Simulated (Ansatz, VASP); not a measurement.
**Ga: VASP beside Ansatz**

INCAR

```
ALGO = Fast
EDIFF = 1E-7
ENCUT = 520
GGA = PE
ISIF = 2
ISMEAR = 0
LASPH = True
LCHARG = True
LELF = True
LREAL = False
LVHAR = True
LWAVE = False
NBANDS = 12
NELM = 80
PREC = Accurate
SIGMA = 0.1
```

File KPOINTS:

```
k-points
0
Gamma
  18 18 18
```

The input POSCAR:

```
Ga
1.0
   -1.4207216400      1.4207216400      2.3247355500
    1.4207216400     -1.4207216400      2.3247355500
    1.4236419600      1.4236419600     -2.3247355500
Ga
1
Direct
    0.0000000000      0.0000000000      0.0000000000
```

Input for Ansatz:

```yaml
crystal:
  lattice:
    - [-1.42072164, 1.42072164, 2.32473555]
    - [1.42072164, -1.42072164, 2.32473555]
    - [1.42364196, 1.42364196, -2.32473555]
  atoms:
    - { symbol: Ga, position: [0.0, 0.0, 0.0] }
basis:
  ecutwfc: 420
kpoints:
  mp_grid: { grid: [18, 18, 18] }
hamiltonian:
  xc: pbe
scf:
  occupations: { method: gaussian, width: 0.1 }
output:
  forces: true
  stress: true
  eigenvalues: true
```

Alike in both runs: task single point; functional PBE; k mesh 18 × 18 × 18; occupations gaussian, width 0.1 eV; no spin polarisation.

```csv
,VASP,Ansatz
version,VASP 6.6.1,Ansatz 0.2.0
potentials or method,"VASP PAW PBE potentials, release 64 (Ga_d)","scalar-relativistic, plane waves, PAW"
plane-wave cutoff (eV),520,420
valence electrons in the cell,13,13
```

|  | VASP | Ansatz | Ansatz less VASP |
| --- | --- | --- | --- |
| gap on the k mesh at the Fermi level (eV) | none | none | - |
| pressure (GPa) | 0.2 | 0.4 | +0.13 |
| largest component of the traceless stress (GPa) | 0.87 | 0.85 | -0.023 |

A gap of «none» marks a metal or a gap that the smearing closes.
